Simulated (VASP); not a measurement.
Write the native input for VASP 6.6.1 that does the following.

| Quantity | Value |
| --- | --- |
| Task | single point |
| Functional | r2SCAN |
| Dispersion | D3(BJ) |
| Potentials or basis | VASP PAW PBE potentials, release 64 (Pb_d, S) |
| Cutoff | 520 eV |
| k mesh | 3 × 3 × 1 |
| Occupations | methfessel-paxton, width 0.1 eV |
| Spin | no spin polarisation |
| Dipole correction | yes |
| Further INCAR settings | ALGO = Normal; EDIFF = 1e-07; NBANDS = 50 |

The system is PbS (Galena), a slab with vacuum.

```xyz
8
Lattice="4.1942 0.0000 0.0000 0.0000 4.1942 0.0000 0.0000 0.0000 22.8972" Properties=species:S:1:pos:R:3 pbc="T T T"
Pb    0.0000    0.0000    7.0000
Pb    2.0971    2.0971    9.9658
Pb    0.0000    0.0000   13.0929
Pb    2.0971    2.0971   15.8990
S     2.0971    2.0971    7.0000
S     0.0000    0.0000    9.9658
S     2.0971    2.0971   13.1160
S     0.0000    0.0000   15.8914
```

One way to write it, as run:

POSCAR

```
PbS
1.0
    4.1942038726      0.0000000000      0.0000000000
    0.0000000000      4.1942038726      0.0000000000
    0.0000000000      0.0000000000     22.8972500000
Pb S
4 4
Direct
    0.0000000000      0.0000000000      0.3057135682
    0.5000000000      0.5000000000      0.4352378561
    0.0000000000      0.0000000000      0.5718112602
    0.5000000000      0.5000000000      0.6943609971
    0.5000000000      0.5000000000      0.3057135682
    0.0000000000      0.0000000000      0.4352378561
    0.5000000000      0.5000000000      0.5728186433
    0.0000000000      0.0000000000      0.6940307651
```

INCAR.step1

```
PREC     = Accurate       # precision mode
ENCUT    = 520            # plane-wave cutoff, eV
ISMEAR   = 1              # smearing method
SIGMA    = 0.1            # smearing width, eV
LREAL    = False          # projectors in reciprocal space
LASPH    = True           # aspherical terms in the spheres
NELM     = 100            # most SCF steps
LDIPOL   = True         
IDIPOL   = 3            
DIPOL    = 0.5 0.5 0.502
NBANDS   = 50             # bands
GGA      = PE             # functional
ALGO     = Normal         # electronic algorithm
EDIFF    = 1E-4           # SCF threshold, eV
LWAVE    = True           # write WAVECAR
LCHARG   = False          # write CHGCAR
```

INCAR.step2

```
PREC     = Accurate       # precision mode
ENCUT    = 520            # plane-wave cutoff, eV
EDIFF    = 1E-7           # SCF threshold, eV
ISMEAR   = 1              # smearing method
SIGMA    = 0.1            # smearing width, eV
LREAL    = False          # projectors in reciprocal space
LASPH    = True           # aspherical terms in the spheres
NELM     = 100            # most SCF steps
ALGO     = Normal         # electronic algorithm
ISIF     = 2              # what is computed and relaxed
LWAVE    = False          # write WAVECAR
LCHARG   = True           # write CHGCAR
LDIPOL   = True         
IDIPOL   = 3            
DIPOL    = 0.5 0.5 0.502
METAGGA  = R2SCAN         # meta-GGA
LMIXTAU  = True         
IVDW     = 12             # dispersion correction
VDW_S6   = 1.0          
VDW_S8   = 0.78981345   
VDW_A1   = 0.49484001   
VDW_A2   = 5.73083694   
LELF     = True           # ELF
LVHAR    = True         
LVACPOTAV= True         
NBANDS   = 50             # bands
ISTART   = 1
```

KPOINTS

```
regular mesh
0
Gamma
  3 3 1
```

Potentials or basis: VASP PAW PBE potentials, release 64 (Pb_d, S).

Run with:

```console
$ cat potpaw_PBE.64/Pb_d/POTCAR potpaw_PBE.64/S/POTCAR > POTCAR
$ cp INCAR.step1 INCAR
$ mpirun -np 1 vasp_std > vasp.out
$ cp INCAR.step2 INCAR
$ mpirun -np 1 vasp_std > vasp.out
```

It gave:

- Largest force: 0.442 eV/Å
- Band gap on the k mesh: 2.14 eV, direct
- Dispersion energy per atom: -0.124 eV
- Ionisation potential of the upper face: 4.87 eV

Caveat: the k mesh is coarse (spacing up to 0.50 Å⁻¹), so the values aren't converged; the PAW data sets were made with another functional, which shifts forces and pressure a little; spin-orbit coupling is left out, which as a rule narrows the gap of such compounds by several tenths of an eV.

Run time: 5.5 min on 1 thread of Intel(R) Xeon(R) Platinum 8488C (Sapphire Rapids), on a shared host, peak memory 0.5 GiB.
